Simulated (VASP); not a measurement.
Input of a VASP 6.6.1 run:

Contents of POSCAR:

```
Li2O
1.0
    0.0000000000      2.3268540000      2.3268540000
    2.3268540000      0.0000000000      2.3268540000
    2.3268540000      2.3268540000      0.0000000000
Li O
2 1
Direct
    0.7500000000      0.7500000000      0.7500000000
    0.2500000000      0.2500000000      0.2500000000
    0.0000000000      0.0000000000      0.0000000000
```

Contents of INCAR.step1:

```
SYSTEM = Li2O
ALGO = Normal ; EDIFF = 1E-4
ENCUT = 600 ; GGA = PE
ISMEAR = 0 ; LASPH = .TRUE.
LCHARG = .FALSE. ; LREAL = .FALSE.
LWAVE = .TRUE. ; NELM = 100
PREC = Accurate ; SIGMA = 0.02
```

INCAR.step2

```
SYSTEM = Li2O
ALGO = Normal ; EDIFF = 1E-6
EDIFFG = -0.02 ; ENCUT = 600
IBRION = 2 ; ISIF = 3
ISMEAR = 0 ; ISTART = 1
LASPH = .TRUE. ; LCHARG = .FALSE.
LMIXTAU = .TRUE. ; LREAL = .FALSE.
LWAVE = .FALSE. ; METAGGA = R2SCAN
NELM = 100 ; NSW = 70
PREC = Accurate ; SIGMA = 0.02
```

The input KPOINTS:

```
k-points
0
G
  8 8 8
  0 0 0
```

Potentials or basis: VASP PAW PBE potentials, release 64 (Li_sv, O).

Run with:

```sh
$ cat potpaw_PBE.64/Li_sv/POTCAR potpaw_PBE.64/O/POTCAR > POTCAR
$ cp INCAR.step1 INCAR
$ mpirun -np 1 vasp_std > vasp.out
$ cp INCAR.step2 INCAR
$ mpirun -np 1 vasp_std > vasp.out
```

Estimate the relaxed cell.

a = 3.229 Å, b = 3.229 Å, c = 3.229 Å, α = 60.00°, β = 60.00°, γ = 60.00°.

What does it give for the relaxed volume?

7.94 Å³/atom.

Step by step:
```
step  energy change (eV)  largest force (eV/Å)  pressure (GPa)  volume (Å³)
   1              0.0000                0.0000           -4.78        25.20
   2             -0.0174                0.0000           -1.75        24.29
   3             -0.0193                0.0000            0.13        23.81
```

Caveat: the cutoff is under 1.25 times the usual one of these potentials, so pressure, stress and relaxed cells hold a basis-set (Pulay) error; the PAW data sets were made with another functional, which shifts forces and pressure a little.
